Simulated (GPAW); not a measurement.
# Ti (P6_3/mmc) in GPAW: notebook

One crystal, Ti, is run at these levels: SCAN, RPBE; tasks: single point.

Everything below comes from runs of GPAW 26.7.0. Logs are shortened: lines on timing, memory, paths and dates and some standing lists are left out, and cuts for length are marked. The log counts tension as positive stress, the text compression.

## Step 1: Starting point

It takes space group P6_3/mmc (No. 194, hexagonal). Conventional cell: a = 2.950 Å, b = 2.950 Å, c = 4.680 Å, α = 90.00°, β = 90.00°, γ = 120.00°. Ti (site symmetry -6m2) has 12 Ti at 2.89 to 2.95 Å as nearest neighbours.

## Step 2: Single point, SCAN

Contents of run.py:

```python
from ase.dft.bandgap import bandgap
from ase.io import read, write
from ase.units import GPa
from gpaw import GPAW, PW

atoms = read('POSCAR')

calc = GPAW(mode=PW(600),
            xc='MGGA_X_SCAN+MGGA_C_SCAN',
            kpts={'size': (10, 10, 6), 'gamma': True},
            occupations={'name': 'fermi-dirac', 'width': 0.05},
            nbands=24,
            convergence={'density': 1e-05, 'energy': 1e-05},
            maxiter=150,
            txt='gpaw.txt')
atoms.calc = calc
energy = atoms.get_potential_energy()
forces = atoms.get_forces()
stress = atoms.get_stress()
calc.write('gs.gpw')
write('result.traj', atoms)
print(f'Energy: {energy:.6f} eV')
print('Forces (eV/A):')
print(forces.round(4))
print('Stress (GPa):', (stress / GPa).round(3))
print('Fermi level:', round(calc.get_fermi_level(), 4), 'eV')
print(f'Gap: {bandgap(calc)[0]:.4f} eV, direct: {bandgap(calc, direct=True)[0]:.4f} eV')
```

Contents of POSCAR:

```
Ti
1.0
    2.9500000000      0.0000000000      0.0000000000
   -1.4750000000      2.5547749412      0.0000000000
    0.0000000000      0.0000000000      4.6800000000
Ti
2
Direct
    0.6666666667      0.3333333333      0.7500000000
    0.3333333333      0.6666666667      0.2500000000
```

Potentials or basis: GPAW PAW data sets (gpaw-data 1.2.1), pw.

The run is started by

```console
> OMP_NUM_THREADS=1 python run.py
```

gpaw.txt:

```text
__  _  _
 | _ |_)|_||  |
 |__||  | ||/\| - 26.7.0

Input parameters:
  mode=PW(ecut=600.0),
  convergence={'density': 1e-05, 'energy': 1e-05},
  kpts=MonkhorstPack(size=(10, 10, 6), gamma=True),
  maxiter=150,
  nbands=24,
  occupations=Occupations(name='fermi-dirac', width=0.05),
  xc=XC(name='MGGA_X_SCAN+MGGA_C_SCAN')

Diagonalizing LCAO Hamiltonian
Converting LCAO to pw mode

          Ti

        Ti

Atoms  # Å, Bohr magnetons
|   | symbol |         x |        y |        z |    initial magnetic moments |
|---|--------|-----------|----------|----------|-----------------------------|
| 0 |     Ti |  1.475000 | 0.851592 | 3.510000 | ( 0.0000,  0.0000,  0.0000) |
| 1 |     Ti | -0.000000 | 1.703183 | 1.170000 | ( 0.0000,  0.0000,  0.0000) |

Unit cell  # Å
| periodic |         x |        y |        z |  lengths |     angles |
|----------|-----------|----------|----------|----------|------------|
|      yes |  2.950000 | 0.000000 | 0.000000 | 2.950000 |  90.000000 |
|      yes | -1.475000 | 2.554775 | 0.000000 | 2.950000 |  90.000000 |
|      yes |  0.000000 | 0.000000 | 4.680000 | 4.680000 | 120.000000 |

Number of symmetries: 12
Symmetry operations  # r_c * U_cc + t_c -> r_c
|    | kind |            matrix            |
|----|------|------------------------------|
|  0 |  σ   |  1, 1, 0,  0,-1, 0,  0, 0, 1 |
|  1 |  S6  |  1, 1, 0, -1, 0, 0,  0, 0,-1 |
|  2 |  E   |  1, 0, 0,  0, 1, 0,  0, 0, 1 |
|  3 |  C2  |  1, 0, 0, -1,-1, 0,  0, 0,-1 |
|  4 |  C2  |  0, 1, 0,  1, 0, 0,  0, 0,-1 |
|  5 |  C3  |  0, 1, 0, -1,-1, 0,  0, 0, 1 |
|  6 |  S6  |  0,-1, 0,  1, 1, 0,  0, 0,-1 |
|  7 |  σ   |  0,-1, 0, -1, 0, 0,  0, 0, 1 |
|  8 |  σ   | -1, 0, 0,  1, 1, 0,  0, 0, 1 |
|  9 |  i   | -1, 0, 0,  0,-1, 0,  0, 0,-1 |
| 10 |  C3  | -1,-1, 0,  1, 0, 0,  0, 0, 1 |
| 11 |  C2  | -1,-1, 0,  0, 1, 0,  0, 0,-1 |

BZ-sampling:
  Number of BZ points: 600
  Number of IBZ points: 72

  Monkhorst-Pack size: [10, 10, 6]
  Monkhorst-Pack shift: [0.05, 0.05, 0.08333333333333333]

K-points  # in reciprocal-cell coordinates
|     |                                coordinates |     weight |
|-----|--------------------------------------------|------------|
|   0 | (  0.00000000,   0.00000000,   0.00000000) | 0.00166667 |
|   1 | (  0.00000000,   0.00000000,   0.16666667) | 0.00333333 |
|   2 | (  0.00000000,   0.00000000,   0.33333333) | 0.00333333 |
|   3 | (  0.00000000,   0.00000000,   0.50000000) | 0.00166667 |
|   4 | (  0.10000000,   0.00000000,  -0.33333333) | 0.01000000 |
|   5 | (  0.10000000,   0.00000000,  -0.16666667) | 0.01000000 |
|   6 | (  0.10000000,   0.00000000,   0.00000000) | 0.01000000 |
|   7 | (  0.10000000,   0.00000000,   0.16666667) | 0.01000000 |
|   8 | (  0.10000000,   0.00000000,   0.33333333) | 0.01000000 |
|   9 | (  0.10000000,   0.00000000,   0.50000000) | 0.01000000 |
| ... |                                            |            |
|  71 | (  0.50000000,   0.50000000,   0.50000000) | 0.00500000 |

Plane wave coefficients: 1194
Cutoff: 600.0 eV

Spin-components: 1 (collinear spins)
Bands:           24
Projectors:      12
Spin-degeneracy: 2
Datatype:        complex128

Parallelization:
  kpt:    1
  domain: 1
  band:   1

Density:
  Valence electrons: 24.0
  Components: 1
  Grid points: [18 18 27]
  Charge: 0.0  # |e|

Potential:
  Grid points: [18 18 27]

species:
  Ti:
    name:    Titanium
    Z:       22.0
    valence: 12
    core:    10
    charge:  0.0  # [|e|]
    compensation charges:
      type: gauss
      rc: 0.38  # [Å]
      lmax: 2
    cutoffs:
      filter: 2.23  # [Å]
      core: 1.02  # [Å]
    projectors
    | kind |    occ | energy [eV] | rcut [Å] |
    |------|--------|-------------|----------|
    |   3s |  2.000 |     -62.623 |    1.270 |
    |   4s |  2.000 |      -4.466 |    1.270 |
    |   3p |  6.000 |     -38.862 |    1.058 |
    |   4p |  0.000 |      -1.466 |    1.058 |
    |   3d |  2.000 |      -4.258 |    1.058 |
    |    d |        |      22.953 |    1.058 |

    Using partial waves for Ti as LCAO basis

Reference energy: -46448.028563  # eV

eigensolver:
  PPCG
  Converge bands: occupied
  niter=2

density mixing:
  MSR1-Mixer
  Pratt-step length: 0.05
  Maximum mixing coefficient: 0.75
  Old densities: 10
  SVD Regularization: 0.005
  Good broyden scale: 1.0
  Trust region scale: 1.0
  Backstep threshold: 4.0
  History deletion threshold: 6.0
  Fourier metric: weight=20.0, sigma=0.015

occupation numbers:
  Fermi-Dirac:
    width: 0.0500  # eV

poisson solver:
  ecut: 4800.0  # eV

xc functional:
  name: MGGA_X_SCAN+MGGA_C_SCAN with 2 nearest neighbor stencil

convergence criteria:
- Maximum integral of absolute [dens]ity change: 1e-05 electrons / valence electron
- Maximum [total energy] change in last 3 cyles: 1e-05 eV / valence electron
- Maximum integral of absolute [eigenst]ate change: 4e-08 eV^2 / valence electron
maximum number of iterations: 150

SCF iterations
|iter     | |      energy | eigst |  dens |
|---------|-|-------------|-------|-------|
|iter:   1| |  -36.558140 | +0.16 |       |
|iter:   2| |  -29.457559 | -1.30 | -1.16 |
|iter:   3| |  -28.932087 | -1.05 | -1.19 |
|iter:   4| |  -28.922502 | -1.86 | -1.81 |
|iter:   5| |  -28.929105 | -3.44 | -2.41 |
|iter:   6| |  -28.930248 | -4.29 | -2.83 |
|iter:   7| |  -28.930309 | -4.94 | -3.25 |
|iter:   8| |  -28.930306c| -6.27 | -3.83 |
|iter:   9| |  -28.930305c| -7.10 | -4.33 |
|iter:  10| |  -28.930304c| -7.77c| -4.73 |
|iter:  11| |  -28.930304c| -8.00c| -5.31c|

Converged in 11 steps
Energy contributions relative to reference atoms: (reference = -46448.028563)

Energy contributions:
  Kinetic:           9.194661
  Coulomb:          -9.879180
  Zero:             -0.017396
  External:          0.000000
  Xc:              -28.220430
  Entropy:          -0.015920
  Spinorbit:         0.000000
  ----------------------------
  Free energy:     -28.938264
  Extrapolated:    -28.930304

dipole moment: (0.000000, 0.000000, 0.000000)  # |e|*Ang

Fermi level: 8.383
Eigenvalues  # (at kpt = [0.000, 0.000, 0.000])
| band index |      eig [eV] | occ [0-2] |
|------------|---------------|-----------|
|          0 |       -51.007 |     2.000 |
|        ... |               |           |
|          2 |       -26.474 |     2.000 |
|          3 |       -25.852 |     2.000 |
|          4 |       -25.852 |     2.000 |
|          5 |       -25.781 |     2.000 |
|          6 |       -25.754 |     2.000 |
|          7 |       -25.754 |     2.000 |
[... 8 lines left out ...]
|         16 |        10.178 |     0.000 |
|         17 |        10.178 |     0.000 |
|        ... |               |           |
|         23 |        26.306 |     0.000 |

No gap
No difference between direct/indirect transitions

Forces  # eV/Ang
|       x |        y |        z |
|---------|----------|----------|
| 0.00000 | -0.00000 | -0.00167 |  # Ti   0
| 0.00000 |  0.00000 |  0.00167 |  # Ti   1

Stress tensor  # eV/Ang^3
|        x |        y |         z |
|----------|----------|-----------|
| 0.017114 | 0.000000 |  0.000000 |
| 0.000000 | 0.017114 | -0.000000 |
| 0.000000 | 0.000000 |  0.020923 |

# Writing to gs.gpw (mode='')
```

It took 2.5 min on 1 thread of Arm Neoverse V1, shared host; peak memory 0.25 GiB.

What came out:

| Item | Value |
| --- | --- |
| Free energy | -28.9383 eV |
| Pressure | -2.9 GPa |
| Band gap on the k mesh | none (metal or under the smearing width) |

Stress tensor (GPa, compression positive):
```
-2.74  0.00  0.00
 0.00 -2.74  0.00
 0.00  0.00 -3.35
```

Levels at points of the mesh, in eV from the Fermi level:
```tsv
k point	band 9	band 10	band 11	band 12	band 13	band 14	band 15	band 16
(0.00, 0.00, 0.00)	-6.56	-2.82	0.55	0.87	0.88	0.92	1.38	1.38
(0.00, 0.00, 0.50)	-4.65	-4.65	0.06	0.06	0.78	0.78	0.79	0.79
(0.50, 0.50, 0.00)	-2.49	-2.22	-1.85	-0.82	0.62	0.69	1.22	3.51
(0.50, 0.50, 0.50)	-2.61	-2.61	-0.84	-0.84	1.20	1.20	1.89	1.89
```

Caveat: the PAW data sets were made with another functional, which shifts forces and pressure a little.

## Step 3: Single point, RPBE

run.py: that of step 2 with these lines changed.

```diff
@@ -8,3 +8,3 @@
 calc = GPAW(mode=PW(600),
-            xc='MGGA_X_SCAN+MGGA_C_SCAN',
+            xc='RPBE',
             kpts={'size': (10, 10, 6), 'gamma': True},
```

POSCAR is that of step 2.

Potentials or basis: the program's PAW data sets (release 1.2.1) made for this functional, pw.

The run is started by

```console
> OMP_NUM_THREADS=1 python run.py
```

gpaw.txt:

```text
__  _  _
 | _ |_)|_||  |
 |__||  | ||/\| - 26.7.0

Input parameters:
  mode=PW(ecut=600.0),
  convergence={'density': 1e-05, 'energy': 1e-05},
  kpts=MonkhorstPack(size=(10, 10, 6), gamma=True),
  maxiter=150,
  nbands=24,
  occupations=Occupations(name='fermi-dirac', width=0.05),
  xc=XC(name='RPBE')

Diagonalizing LCAO Hamiltonian
Converting LCAO to pw mode

          Ti

        Ti

Atoms  # Å, Bohr magnetons
|   | symbol |         x |        y |        z |    initial magnetic moments |
|---|--------|-----------|----------|----------|-----------------------------|
| 0 |     Ti |  1.475000 | 0.851592 | 3.510000 | ( 0.0000,  0.0000,  0.0000) |
| 1 |     Ti | -0.000000 | 1.703183 | 1.170000 | ( 0.0000,  0.0000,  0.0000) |

Unit cell  # Å
| periodic |         x |        y |        z |  lengths |     angles |
|----------|-----------|----------|----------|----------|------------|
|      yes |  2.950000 | 0.000000 | 0.000000 | 2.950000 |  90.000000 |
|      yes | -1.475000 | 2.554775 | 0.000000 | 2.950000 |  90.000000 |
|      yes |  0.000000 | 0.000000 | 4.680000 | 4.680000 | 120.000000 |

Number of symmetries: 12
Symmetry operations  # r_c * U_cc + t_c -> r_c
|    | kind |            matrix            |
|----|------|------------------------------|
|  0 |  σ   |  1, 1, 0,  0,-1, 0,  0, 0, 1 |
|  1 |  S6  |  1, 1, 0, -1, 0, 0,  0, 0,-1 |
|  2 |  E   |  1, 0, 0,  0, 1, 0,  0, 0, 1 |
|  3 |  C2  |  1, 0, 0, -1,-1, 0,  0, 0,-1 |
|  4 |  C2  |  0, 1, 0,  1, 0, 0,  0, 0,-1 |
|  5 |  C3  |  0, 1, 0, -1,-1, 0,  0, 0, 1 |
|  6 |  S6  |  0,-1, 0,  1, 1, 0,  0, 0,-1 |
|  7 |  σ   |  0,-1, 0, -1, 0, 0,  0, 0, 1 |
|  8 |  σ   | -1, 0, 0,  1, 1, 0,  0, 0, 1 |
|  9 |  i   | -1, 0, 0,  0,-1, 0,  0, 0,-1 |
| 10 |  C3  | -1,-1, 0,  1, 0, 0,  0, 0, 1 |
| 11 |  C2  | -1,-1, 0,  0, 1, 0,  0, 0,-1 |

BZ-sampling:
  Number of BZ points: 600
  Number of IBZ points: 72

  Monkhorst-Pack size: [10, 10, 6]
  Monkhorst-Pack shift: [0.05, 0.05, 0.08333333333333333]

K-points  # in reciprocal-cell coordinates
|     |                                coordinates |     weight |
|-----|--------------------------------------------|------------|
|   0 | (  0.00000000,   0.00000000,   0.00000000) | 0.00166667 |
|   1 | (  0.00000000,   0.00000000,   0.16666667) | 0.00333333 |
|   2 | (  0.00000000,   0.00000000,   0.33333333) | 0.00333333 |
|   3 | (  0.00000000,   0.00000000,   0.50000000) | 0.00166667 |
|   4 | (  0.10000000,   0.00000000,  -0.33333333) | 0.01000000 |
|   5 | (  0.10000000,   0.00000000,  -0.16666667) | 0.01000000 |
|   6 | (  0.10000000,   0.00000000,   0.00000000) | 0.01000000 |
|   7 | (  0.10000000,   0.00000000,   0.16666667) | 0.01000000 |
|   8 | (  0.10000000,   0.00000000,   0.33333333) | 0.01000000 |
|   9 | (  0.10000000,   0.00000000,   0.50000000) | 0.01000000 |
| ... |                                            |            |
|  71 | (  0.50000000,   0.50000000,   0.50000000) | 0.00500000 |

Plane wave coefficients: 1194
Cutoff: 600.0 eV

Spin-components: 1 (collinear spins)
Bands:           24
Projectors:      12
Spin-degeneracy: 2
Datatype:        complex128

Parallelization:
  kpt:    1
  domain: 1
  band:   1

Density:
  Valence electrons: 24.0
  Components: 1
  Grid points: [18 18 27]
  Charge: 0.0  # |e|

Potential:
  Grid points: [18 18 27]

species:
  Ti:
    name:    Titanium
    Z:       22.0
    valence: 12
    core:    10
    charge:  0.0  # [|e|]
    compensation charges:
      type: gauss
      rc: 0.38  # [Å]
      lmax: 2
    cutoffs:
      filter: 2.23  # [Å]
      core: 1.02  # [Å]
    projectors
    | kind |    occ | energy [eV] | rcut [Å] |
    |------|--------|-------------|----------|
    |   3s |  2.000 |     -62.726 |    1.270 |
    |   4s |  2.000 |      -4.420 |    1.270 |
    |   3p |  6.000 |     -38.898 |    1.058 |
    |   4p |  0.000 |      -1.472 |    1.058 |
    |   3d |  2.000 |      -4.207 |    1.058 |
    |    d |        |      23.004 |    1.058 |

    Using partial waves for Ti as LCAO basis

Reference energy: -46457.573828  # eV

eigensolver:
  PPCG
  Converge bands: occupied
  niter=2

density mixing:
  MSR1-Mixer
  Pratt-step length: 0.05
  Maximum mixing coefficient: 0.75
  Old densities: 10
  SVD Regularization: 0.005
  Good broyden scale: 1.0
  Trust region scale: 1.0
  Backstep threshold: 4.0
  History deletion threshold: 6.0
  Fourier metric: weight=20.0, sigma=0.015

occupation numbers:
  Fermi-Dirac:
    width: 0.0500  # eV

poisson solver:
  ecut: 4800.0  # eV

xc functional:
  name: RPBE with 2 nearest neighbor stencil

convergence criteria:
- Maximum integral of absolute [dens]ity change: 1e-05 electrons / valence electron
- Maximum [total energy] change in last 3 cyles: 1e-05 eV / valence electron
- Maximum integral of absolute [eigenst]ate change: 4e-08 eV^2 / valence electron
maximum number of iterations: 150

SCF iterations
|iter     | |      energy | eigst |  dens |
|---------|-|-------------|-------|-------|
|iter:   1| |  -13.068759 | -0.11 |       |
|iter:   2| |  -12.946586 | -2.56 | -1.20 |
|iter:   3| |  -12.540918 | -1.32 | -1.24 |
|iter:   4| |  -12.545811 | -3.36 | -1.93 |
|iter:   5| |  -12.548180 | -3.83 | -2.25 |
|iter:   6| |  -12.548231 | -5.57 | -3.32 |
|iter:   7| |  -12.548244c| -6.13 | -3.75 |
|iter:   8| |  -12.548244c| -7.60c| -4.50 |
|iter:   9| |  -12.548245c| -8.18c| -4.81 |
|iter:  10| |  -12.548245c| -9.07c| -5.66c|

Converged in 10 steps
Energy contributions relative to reference atoms: (reference = -46457.573828)

Energy contributions:
  Kinetic:          11.518398
  Coulomb:         -11.577060
  Zero:              0.059877
  External:          0.000000
  Xc:              -12.539970
  Entropy:          -0.018981
  Spinorbit:         0.000000
  ----------------------------
  Free energy:     -12.557735
  Extrapolated:    -12.548245

dipole moment: (0.000000, 0.000000, 0.000000)  # |e|*Ang

Fermi level: 8.470
Eigenvalues  # (at kpt = [0.000, 0.000, 0.000])
| band index |      eig [eV] | occ [0-2] |
|------------|---------------|-----------|
|          0 |       -48.524 |     2.000 |
|        ... |               |           |
|          2 |       -25.042 |     2.000 |
|          3 |       -24.433 |     2.000 |
|          4 |       -24.433 |     2.000 |
|          5 |       -24.376 |     2.000 |
|          6 |       -24.339 |     2.000 |
|          7 |       -24.339 |     2.000 |
[... 8 lines left out ...]
|         16 |        10.103 |     0.000 |
|         17 |        10.103 |     0.000 |
|        ... |               |           |
|         23 |        25.717 |     0.000 |

No gap
No difference between direct/indirect transitions

Forces  # eV/Ang
|       x |       y |        z |
|---------|---------|----------|
| 0.00000 | 0.00000 |  0.00001 |  # Ti   0
| 0.00000 | 0.00000 | -0.00001 |  # Ti   1

Stress tensor  # eV/Ang^3
|         x |         y |         z |
|-----------|-----------|-----------|
| -0.007708 |  0.000000 |  0.000000 |
|  0.000000 | -0.007708 | -0.000000 |
|  0.000000 |  0.000000 | -0.005532 |

# Writing to gs.gpw (mode='')
```

Wall time 45 s (1 thread of Arm Neoverse V1, shared host); peak memory 0.18 GiB.

Results:

| Property | Result |
| --- | --- |
| Free energy | -12.5577 eV |
| Pressure | 1.1 GPa |
| Band gap on the k mesh | none (metal or under the smearing width) |

Levels at points of the mesh, in eV from the Fermi level:
```csv
k point,band 10,band 11,band 12,band 13,band 14,band 15
"(0.00, 0.00, 0.00)",-2.63,0.67,0.79,0.79,0.88,1.27
"(0.00, 0.00, 0.50)",-4.32,0.09,0.09,0.70,0.70,0.70
"(0.50, 0.50, 0.00)",-2.10,-1.80,-0.66,0.51,0.62,1.16
"(0.50, 0.50, 0.50)",-2.49,-0.79,-0.79,1.27,1.27,1.73
```
